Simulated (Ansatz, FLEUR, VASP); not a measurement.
# One calculation of BaTiO3, 3 ways

```
CELL_PARAMETERS angstrom
3.99980 0.00000 0.00000
0.00000 3.99980 0.00000
0.00000 0.00000 4.01800
ATOMIC_POSITIONS crystal
Ba 0.00000 0.00000 0.00000
Ti 0.50000 0.50000 0.49000
O 0.00000 0.50000 0.51700
O 0.50000 0.00000 0.51700
O 0.50000 0.50000 0.01900
```

Alike in all runs: task band structure; functional revPBE; k mesh 7 × 7 × 7; occupations fermi-dirac, width 0.05 eV; no spin polarisation; no spin-orbit coupling. Pressure is positive in compression and, in plane waves, holds the error of the finite cutoff. Gaps are the smaller of the mesh's and the band path's.

```csv
program and potentials,plane-wave cutoff (eV),notes,band gap (eV),pressure (GPa),largest force (eV/Å)
"Ansatz, all-electron LAPW, scalar-relativistic",-,-,?,?,?
"FLEUR, all-electron, FLAPW",-,-,1.86,-,-
"VASP, PBE PAW files Ba_sv, O, Ti_sv, 520 eV",520,potentials made for PBE,1.80,7.31,0.271
```

Estimate from the other rows what the run with Ansatz, all-electron LAPW, scalar-relativistic gave.

Band gap 1.86 eV; pressure 5.51 GPa; largest force 0.307 eV/Å. The other rows, which needn't bracket it: band gap 1.80 to 1.86; pressure 7.31; largest force 0.271.
